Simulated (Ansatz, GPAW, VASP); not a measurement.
# W: programs and potentials compared

```
W
1.0
    -1.58234    1.58234    1.58234
     1.58234   -1.58234    1.58234
     1.58234    1.58234   -1.58234
W
1
Direct
  0.00000 0.00000 0.00000
```

Alike in all runs: task band structure; functional RPBE; k mesh 12 × 12 × 12; occupations fermi-dirac, width 0.05 eV; no spin polarisation; no spin-orbit coupling. Pressure is positive in compression and, in plane waves, holds the error of the finite cutoff.

```csv
program and potentials,plane-wave cutoff (eV),notes,pressure (GPa)
"VASP, PBE PAW files W_sv, 520 eV",520,potentials made for PBE,10.27
"GPAW, the program's PAW data sets (release 1.2.1) made for this functional",600,-,?
"Ansatz, all-electron LAPW, scalar-relativistic",-,-,9.77
```

Problem. Estimate from the other rows what the run with GPAW, the program's PAW data sets (release 1.2.1) made for this functional gave.

Solution. Pressure 9.87 GPa. The other rows, which needn't bracket it: pressure 9.77 to 10.27.
